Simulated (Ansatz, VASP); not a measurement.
Zr in VASP and in Ansatz

```
Zr
1.0
     2.86125    0.00000    0.00000
     0.00000    2.86125    0.00000
     0.00000    0.00000    2.86125
Zr
1
Direct
  0.00000 0.00000 0.00000
```

Alike in both runs: task single point; functional RPBE; k mesh 12 × 12 × 12; occupations fermi-dirac, width 0.1 eV; no spin polarisation.

|  | VASP | Ansatz |
| --- | --- | --- |
| version | VASP 6.6.1 | Ansatz 0.2.0 |
| potentials or method | VASP PAW PBE potentials, release 64 (Zr_sv) | plane waves (420 eV) with PAW, scalar-relativistic |
| plane-wave cutoff (eV) | 520 | 420 |
| valence electrons in the cell | 12 | 12 |

```tsv
	VASP	Ansatz	Ansatz less VASP
pressure (GPa)	6.3	6.3	-0.05
```

Caveats: the PAW data sets were made with another functional, which shifts forces and pressure a little (VASP).
